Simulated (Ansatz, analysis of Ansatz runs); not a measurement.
## Can an added hole hop between Br atoms in BiBr3 (C2/m)?

Question: does an added hole stay on the Br atom where it is started in BiBr3 (C2/m), and if so, how high is the barrier for a hop to another Br site nearby? Model: a cell of 64 host atoms.

Main program and level: Ansatz 0.2.0; plane-wave PAW DFT, PBEsol+U; relaxation of all atoms of a supercell at fixed charge in a uniform background; PAW set soft_1.

## (1) Starting point

The cell holds 64 atoms: 16 Bi and 48 Br. Cell: a = 14.430 Å, b = 14.430 Å, c = 14.083 Å, α = 99.5°, β = 99.5°, γ = 119.9°. It derives from BiBr3 (space group C2/m). Nearest the centre at fractional (0.339, 0.427, 0.249): Br7 at 2.05 Å, Br6 at 2.05 Å, Br19 at 3.47 Å, Br53 at 3.50 Å, Bi25 at 3.52 Å, Br4 at 3.73 Å, Br8 at 3.88 Å, Br56 at 4.35 Å.

Hubbard terms: Br p 8.0 eV. They were chosen, not fitted, to curb self-interaction in the shells named, the trial site's among them. The two sites are Br7 and Br6. The cell's shortest repeat is 14.1 Å.

## (2) The cell without the carrier

The neutral cell is relaxed first, from small random displacements, so that bond lengths and moments with the carrier can be set beside those of a relaxed cell without it.

Input file neutral.relax/input.yaml:

```yaml
crystal:
  lattice:
    - [7.22556468, -12.49088468, 0.07154981]
    - [7.22556468, 12.49088468, 0.07154981]
    - [-4.75998536, 0.0, 13.25448105]
  atoms:
    - { symbol: Bi, position: [0.416645, 0.083355, 0.0] }
    - { symbol: Bi, position: [0.083355, 0.416645, 0.0] }
    - { symbol: Br, position: [0.210084, 0.033864, 0.375564] }
    - { symbol: Br, position: [0.466136, 0.289916, 0.124436] }
    - { symbol: Br, position: [0.033864, 0.210084, 0.375564] }
    - { symbol: Br, position: [0.289916, 0.466136, 0.124436] }
    - { symbol: Br, position: [0.38785, 0.38785, 0.373749] }
    - { symbol: Br, position: [0.11215, 0.11215, 0.126251] }
    - { symbol: Bi, position: [0.416645, 0.083355, 0.5] }
    - { symbol: Bi, position: [0.083355, 0.416645, 0.5] }
    - { symbol: Br, position: [0.210084, 0.033864, 0.875564] }
    - { symbol: Br, position: [0.466136, 0.289916, 0.624436] }
    - { symbol: Br, position: [0.033864, 0.210084, 0.875564] }
    - { symbol: Br, position: [0.289916, 0.466136, 0.624436] }
    - { symbol: Br, position: [0.38785, 0.38785, 0.873749] }
    - { symbol: Br, position: [0.11215, 0.11215, 0.626251] }
    - { symbol: Bi, position: [0.416645, 0.583355, 0.0] }
    - { symbol: Bi, position: [0.083355, 0.916645, 0.0] }
    - { symbol: Br, position: [0.210084, 0.533864, 0.375564] }
    - { symbol: Br, position: [0.466136, 0.789916, 0.124436] }
    - { symbol: Br, position: [0.033864, 0.710084, 0.375564] }
    - { symbol: Br, position: [0.289916, 0.966136, 0.124436] }
    - { symbol: Br, position: [0.38785, 0.88785, 0.373749] }
    - { symbol: Br, position: [0.11215, 0.61215, 0.126251] }
    - { symbol: Bi, position: [0.416645, 0.583355, 0.5] }
    - { symbol: Bi, position: [0.083355, 0.916645, 0.5] }
    - { symbol: Br, position: [0.210084, 0.533864, 0.875564] }
    - { symbol: Br, position: [0.466136, 0.789916, 0.624436] }
    - { symbol: Br, position: [0.033864, 0.710084, 0.875564] }
    - { symbol: Br, position: [0.289916, 0.966136, 0.624436] }
    - { symbol: Br, position: [0.38785, 0.88785, 0.873749] }
    - { symbol: Br, position: [0.11215, 0.61215, 0.626251] }
    - { symbol: Bi, position: [0.916645, 0.083355, 0.0] }
    - { symbol: Bi, position: [0.583355, 0.416645, 0.0] }
    - { symbol: Br, position: [0.710084, 0.033864, 0.375564] }
    - { symbol: Br, position: [0.966136, 0.289916, 0.124436] }
    - { symbol: Br, position: [0.533864, 0.210084, 0.375564] }
    - { symbol: Br, position: [0.789916, 0.466136, 0.124436] }
    - { symbol: Br, position: [0.88785, 0.38785, 0.373749] }
    - { symbol: Br, position: [0.61215, 0.11215, 0.126251] }
    - { symbol: Bi, position: [0.916645, 0.083355, 0.5] }
    - { symbol: Bi, position: [0.583355, 0.416645, 0.5] }
    - { symbol: Br, position: [0.710084, 0.033864, 0.875564] }
    - { symbol: Br, position: [0.966136, 0.289916, 0.624436] }
    - { symbol: Br, position: [0.533864, 0.210084, 0.875564] }
    - { symbol: Br, position: [0.789916, 0.466136, 0.624436] }
    - { symbol: Br, position: [0.88785, 0.38785, 0.873749] }
    - { symbol: Br, position: [0.61215, 0.11215, 0.626251] }
    - { symbol: Bi, position: [0.916645, 0.583355, 0.0] }
    - { symbol: Bi, position: [0.583355, 0.916645, 0.0] }
    - { symbol: Br, position: [0.710084, 0.533864, 0.375564] }
    - { symbol: Br, position: [0.966136, 0.789916, 0.124436] }
    - { symbol: Br, position: [0.533864, 0.710084, 0.375564] }
    - { symbol: Br, position: [0.789916, 0.966136, 0.124436] }
    - { symbol: Br, position: [0.88785, 0.88785, 0.373749] }
    - { symbol: Br, position: [0.61215, 0.61215, 0.126251] }
    - { symbol: Bi, position: [0.916645, 0.583355, 0.5] }
    - { symbol: Bi, position: [0.583355, 0.916645, 0.5] }
    - { symbol: Br, position: [0.710084, 0.533864, 0.875564] }
    - { symbol: Br, position: [0.966136, 0.789916, 0.624436] }
    - { symbol: Br, position: [0.533864, 0.710084, 0.875564] }
    - { symbol: Br, position: [0.789916, 0.966136, 0.624436] }
    - { symbol: Br, position: [0.88785, 0.88785, 0.873749] }
    - { symbol: Br, position: [0.61215, 0.61215, 0.626251] }
basis:
  ecutwfc: 420
  xc_grid: 2
hamiltonian:
  xc: pbesol
  hubbard:
    sites: [{ species: Br, l: p, u_eff: 8.0 }]
    projectors: ortho-atomic
  pseudopotentials: { kind: paw, azcp: { folder: soft_1 }, xc_functional: pbe }
kpoints:
  mp_grid: { grid: [1, 1, 1] }
scf:
  occupations: { method: fermi_dirac, width: 0.01 }
  max_iter: 120
  lower_state_search: "off"
output:
  forces: true
relax:
  f_tol: 0.02
  max_steps: 70
  random_displacement: { amplitude: 0.04, seed: 2136 }
checkpoint:
  write: "../neutral.relax.run"
  compress: false
  write_wavefunctions: true
  write_every: 100000
```

Launch:

```bash
ansatz run input.yaml --threads 8 --pin off --max-ram 17899MiB --backend cpu --events-out ev --progress --plain --runs-dir out
```

Numbers of over 12 decimals in the logs are rounded to 6 here.

Output:

```text
[... repeated set-up lines and file paths are left out, and long positions are rounded to six places ...]
Engine: ansatz 0.2.0, aarch64-unknown-linux-gnu
Pseudopotentials: kind: paw
Pseudopotential: Bi, paw, valence charge 15, recommended cutoff 420 eV (normal), soft_1/Bi.paw.azcp
Pseudopotential: Br, paw, valence charge 7, recommended cutoff 420 eV (normal), soft_1/Br.paw.azcp
Functional definition: PBEsol
  exchange = pbesol_x
  correlation = pbesol_c
Crystal: 64 atoms, lattice volume = 2401.040 Å³
Basis set: ecut = 420 eV, 46943 PW (Γ), exchange–correlation on 200×200×192 points (8 copies of the dense FFT grid, shifted against one another)
Bands: 352, of which v1, the nominal top of the filled ones, is band 288 counted from 1 (287 counted from 0)
Symmetry: 1 space group operations
k-points: 1
Non-local potential: Bi, projectors of the file, l = 0: 2, l = 1: 2, l = 2: 2, l = 3: 1
Non-local potential: Br, projectors of the file, l = 0: 2, l = 1: 2, l = 2: 2
PAW form: soft (Blöchl's): semilocal exchange-correlation on the pseudo side does not see the compensation charge
PAW frozen core: Bi, regenerated for the run's functional, and the local potential with it (the file was generated under x = pbe(κ = 0.804, μ = 0.219515), c = pbe(β = 0.066725))
PAW frozen core: Br, regenerated for the run's functional, and the local potential with it (the file was generated under x = pbe(κ = 0.804, μ = 0.219515), c = pbe(β = 0.066725))
PAW one-centre angular grid: Bi, 590 points (default); XC on 64 Gauss nodes
PAW one-centre angular grid: Br, 110 points (default); XC on 64 Gauss nodes
[...]
[... 1 atom left out ...]
  atom   6  Br    -0.00243928     0.00006967    -0.00152509
  atom   7  Br    -0.00013867     0.00567070     0.00036987
  atom   8  Br     0.00172348    -0.00036097    -0.00018309
  [... 8 atoms left out ...]
  atom  17  Bi     0.00025605     0.00064406    -0.00020675
  [... 1 atom left out ...]
  atom  19  Br     0.00148108    -0.00339261    -0.00423430
  [... 5 atoms left out ...]
  atom  25  Bi     0.00047993    -0.00091996    -0.00056955
  [... 27 atoms left out ...]
  atom  53  Br    -0.00335295    -0.00188546    -0.00279893
  [... 2 atoms left out ...]
  atom  56  Br     0.00027674     0.00193312    -0.00056590
  [... 8 atoms left out ...]
  max |Σ_I F_I| component: 6.45e-5 eV/Å
--- Band table (eV) ---
  k-point 0: bands = ["-21.8328", "-21.8326", "-21.8325", "-21.8322", [... 344 left out ...] "9.5064", "9.5405", "9.6479", "9.6574"]
Occupation matrices written to <dir>
--- Relaxed structure (4 steps of the walk, 4 accepted, 0 SCFs on fresh bases) ---
  F+E_penalty+E_count = -327211.50759115 eV   max|allowed force component| = 5.966e-3 eV/Å
  atoms:
    - { symbol: Bi, position: [0.416652, 0.083475, -0.000171] }
    - { symbol: Bi, position: [0.083834, 0.417206, 0.000130] }
    [... 1 atom left out ...]
    - { symbol: Br, position: [0.463449, 0.289466, 0.120386] }
    [... 1 atom left out ...]
    - { symbol: Br, position: [0.289598, 0.463365, 0.120603] }
    - { symbol: Br, position: [0.386777, 0.386302, 0.377733] }
    - { symbol: Br, position: [0.112849, 0.113350, 0.121322] }
    [... 8 atoms left out ...]
    - { symbol: Bi, position: [0.417162, 0.583124, -0.000467] }
    [... 1 atom left out ...]
    - { symbol: Br, position: [0.211084, 0.537226, 0.379074] }
    [... 5 atoms left out ...]
    - { symbol: Bi, position: [0.416800, 0.583050, 0.499374] }
    [... 27 atoms left out ...]
    - { symbol: Br, position: [0.537102, 0.711303, 0.378905] }
    [... 2 atoms left out ...]
    - { symbol: Br, position: [0.613982, 0.613597, 0.121097] }
    [... 8 atoms left out ...]
[key lines of the parts left out:]
SCF converged after 6 iterations
Free energy (F): -327211.507591 eV
Fermi energy:    1.567347 eV
```

Wall time 43 s (8 threads of Arm Neoverse V2, shared host); peak memory 2.8 GiB; 5.3 min of CPU time.

The largest displacement from an ideal site is 0.079 Å.

(Part 1 of 3 ends here.)

[Logs are printed without paths, hosts, clocks, repeated set-up lines and the standing remarks that a program may print on its own settings, such as how far it seeks lower states.]

[Hosts, paths, dates, database ids (printed as entryN), source tags and the programs' standing remarks are cut or masked in the printed files.]
